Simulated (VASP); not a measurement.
The system is TiO.

```xyz
2
Lattice="2.7083 0.0000 0.0000 0.0000 2.7083 0.0000 0.0000 0.0000 2.7083" Properties=species:S:1:pos:R:3 pbc="T T T"
Ti    0.0000    0.0000    0.0000
O     1.3542    1.3542    1.3542
```

The cell comes from a database or a generator and needn't be the stable form of this composition.

- Program: VASP 6.6.1
- Task: relaxation of cell and atoms
- Functional: r2SCAN
- Dispersion: D3(BJ)
- Potentials or basis: VASP PAW PBE potentials, release 64 (Ti_sv, O)
- Cutoff: 600 eV
- k mesh: 10 × 10 × 10
- Occupations: gaussian, width 0.05 eV
- Spin: no spin polarisation

At the start: pressure -21.8 GPa; volume 9.93 Å³/atom.

Q: How do energy, volume and symmetry change on relaxing?

A: Over 4 steps the energy falls by 72.4 meV/atom and the volume is 8.95 Å³/atom (-9.9 %); space group Pm-3m (No. 221, to 0.05 Å).

The path:
```csv
step,energy change (eV),largest force (eV/Å),pressure (GPa),volume (Å³)
1,0.0000,0.0000,-21.77,19.87
2,0.0016,0.0000,30.81,16.23
3,-0.1448,0.0000,-0.56,17.93
4,-0.1449,0.0000,-0.05,17.89
```

Final structure:
```
Ti O
1.0
     2.61554    0.00000    0.00000
     0.00000    2.61554    0.00000
     0.00000    0.00000    2.61554
Ti O
1 1
Direct
  0.00000 0.00000 0.00000
  0.50000 0.50000 0.50000
```

Caveat: the PAW data sets were made with another functional, which shifts forces and pressure a little; pairwise dispersion overbinds metals, which lowers pressure and volume.
